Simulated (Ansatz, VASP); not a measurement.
# One calculation of Au, two programs

```xyz
1
Lattice="2.3767 0.0000 0.0000 -1.1883 2.0582 0.0000 0.0000 0.0000 2.2937" Properties=species:S:1:pos:R:3 pbc="T T T"
Au    0.0000    0.0000    0.0000
```

Change from the starting cell: volume scaled by 0.58, LAPW.

Alike in both runs: task single point; functional PBE; k mesh 15 × 15 × 14; occupations fermi-dirac, width 0.08 eV; no spin polarisation.

|  | VASP | Ansatz |
| --- | --- | --- |
| version | VASP 6.6.1 | Ansatz 0.2.0 |
| potentials or method | VASP PAW PBE potentials, release 64 (Au), cutoff 520 eV | all-electron LAPW, scalar-relativistic |

|  | VASP | Ansatz | Ansatz less VASP |
| --- | --- | --- | --- |
| pressure (GPa) | 305.0 | 304.7 | -0.35 |
| largest component of the traceless stress (GPa) | 0.64 | 0.21 | -0.433 |

Ansatz ran all-electron here, so the differences hold the error of VASP's frozen core and of both bases.

Caveats: the cell as given lies far from equilibrium; so large a pressure means that the cell lies far from this level's equilibrium, or that cutoff or potentials fall short (VASP). Spin-orbit coupling is left out, which matters for the levels of Au.
